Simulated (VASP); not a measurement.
## Zn: single point with PBEsol

The system is Zn.

```xyz
1
Lattice="0.0000 1.9648 1.9648 1.9648 0.0000 1.9648 1.9648 1.9648 0.0000" Properties=species:S:1:pos:R:3 pbc="T T T"
Zn    0.0000    0.0000    0.0000
```

This isn't the form of Zn at room conditions, which is hcp.

- Program: VASP 6.6.1
- Task: single point
- Functional: PBEsol
- Potentials or basis: VASP PAW PBE potentials, release 64 (Zn)
- Cutoff: 520 eV
- k mesh: 22 × 22 × 22
- Occupations: gaussian, width 0.15 eV
- Spin: no spin polarisation
- Dipole correction: no
- Further INCAR settings: ALGO = Fast; EDIFF = 1e-06; NBANDS = 12

- Pressure: -4.7 GPa
- Band gap on the k mesh: none (metal or under the smearing width)

Levels at points of the mesh, in eV from the Fermi level:
```csv
k point,band 2,band 3,band 4,band 5,band 6,band 7,band 8,band 9,band 10,band 11
"(0.00, 0.00, 0.00)",-7.56,-7.56,-7.56,-7.18,-7.18,18.27,18.27,18.27,18.94,21.05
"(0.50, 0.00, 0.00)",-7.56,-7.56,-6.89,-6.89,-2.89,-1.36,15.25,15.25,17.47,18.96
"(0.50, 0.50, 0.00)",-8.17,-6.91,-6.82,-6.82,-0.98,1.75,8.43,8.43,12.11,13.26
```

It took 28 s on 1 thread of Intel(R) Xeon(R) Platinum 8488C (Sapphire Rapids), with other jobs on the host, peak memory 0.17 GiB.

Caveat: the PAW data sets were made with another functional, which shifts forces and pressure a little.
